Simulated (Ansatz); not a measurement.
Pd in several cubic structure types, each at its own equilibrium volume.

The calculation used Ansatz, PBE, plane waves, PAW datasets (generated soft set 1).

Settings: cutoff 420 eV; no spin polarisation; Fermi–Dirac smearing of 0.0612 eV; k-meshes 49³ (bcc), 32³ (diamond), 47³ (fcc).

(1) Rank the structures by energy per atom, lowest first.
A. fcc
B. diamond
C. bcc

(2) Give the equilibrium volume and bulk modulus of each.

Answers

(1) A (0.0 meV/atom), C (51 meV/atom), B (1137 meV/atom).

(2) 
```
structure  V₀ (Å³/atom)  B₀ (GPa)
      bcc         15.45       164
  diamond         24.50        66
      fcc         15.33       168
```

Only these cubic types are compared here; the real ground state can be another structure or magnetic.

Model structures, not the usual forms at ambient conditions (metastable or hypothetical): Pd (bcc type), Pd (diamond type). Spin polarisation is left out, and a magnetic state may lie lower.
